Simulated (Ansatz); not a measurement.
# C: stress in a strained cell

Aim: deform C (equal xy, yz and zx engineering shear strains of -2 %) and compute stress, forces and field gradients with LAPW, PAW and all-electron datasets made for the crystal.

Method: DFT PBE, scalar-relativistic, in Ansatz 0.2.0.

1 further run of the same task is left out (set aside as unsound or not needed).

### 1 The starting structure

The structure is cubic, space group Pm-3m (No. 221). Conventional cell: a = 1.776 Å, b = 1.776 Å, c = 1.776 Å, α = 90.00°, β = 90.00°, γ = 90.00°. C (site symmetry m-3m) is surrounded by 6 C at 1.78 Å.

Coordinates:

```cif
data_structure
_symmetry_space_group_name_H-M 'P 1'
_symmetry_Int_Tables_number 1
_cell_length_a 1.7756
_cell_length_b 1.7756
_cell_length_c 1.7756
_cell_angle_alpha 90.000
_cell_angle_beta 90.000
_cell_angle_gamma 90.000
_cell_volume 5.60
loop_
_atom_site_label
_atom_site_type_symbol
_atom_site_fract_x
_atom_site_fract_y
_atom_site_fract_z
_atom_site_occupancy
C1 C 0.00000 0.00000 0.00000 1
```

### 2 After the deformation

Space group Pm-3m before, R-3m after.

### 3 LAPW, all electrons

Contents of input.yaml:

```yaml
crystal:
  lattice:
    - [1.7755632054, -0.017755632, -0.017755632]
    - [-0.017755632, 1.7755632054, -0.017755632]
    - [-0.017755632, -0.017755632, 1.7755632054]
  atoms:
    - { symbol: C, position: [0.0, 0.0, 0.0] }
kpoints:
  mp_grid: { grid: [15, 15, 15] }
scf:
  occupations: { method: fermi_dirac, width: 0.03 }
hamiltonian:
  xc: pbe
  pseudopotentials: { kind: all_electron, lapw: { basis_error: 0.001 } }
output:
  forces: true
  stress: true
  eigenvalues: true
```

### 4 Frozen-core PAW

input.yaml: that of step 3 with these lines changed.

```diff
@@ -13,3 +13,3 @@
   xc: pbe
-  pseudopotentials: { kind: all_electron, lapw: { basis_error: 0.001 } }
+  pseudopotentials: { kind: paw }
 output:
@@ -18 +18,2 @@
   eigenvalues: true
+  efg: { contact_densities: true }
```

### 5 All-electron PAW on datasets made for the crystal

input.yaml: that of step 4 with these lines changed.

```diff
@@ -13,3 +13,3 @@
   xc: pbe
-  pseudopotentials: { kind: paw }
+  pseudopotentials: { kind: all_electron, datasets: crystal }
 output:
```

(Steps that only read results are left out.)

Q: Predict the outcome of this session. Wanted: pressure; largest shear or deviatoric stress.

**Answer**, as computed:

| quantity | value |
| --- | --- |
| pressure | LAPW -0.16, PAW 0.02, crystal datasets -0.15 GPa |
| largest shear or deviatoric stress (LAPW) | 5.55 GPa |

In words: The largest part of the stress beyond the pressure is 5.55 GPa in size. No run of the undeformed cell stands beside it, so the pressure holds what the given cell had before the change. PAW: stress within 0.19 GPa of LAPW. Crystal datasets: stress within 0.01 GPa of LAPW.
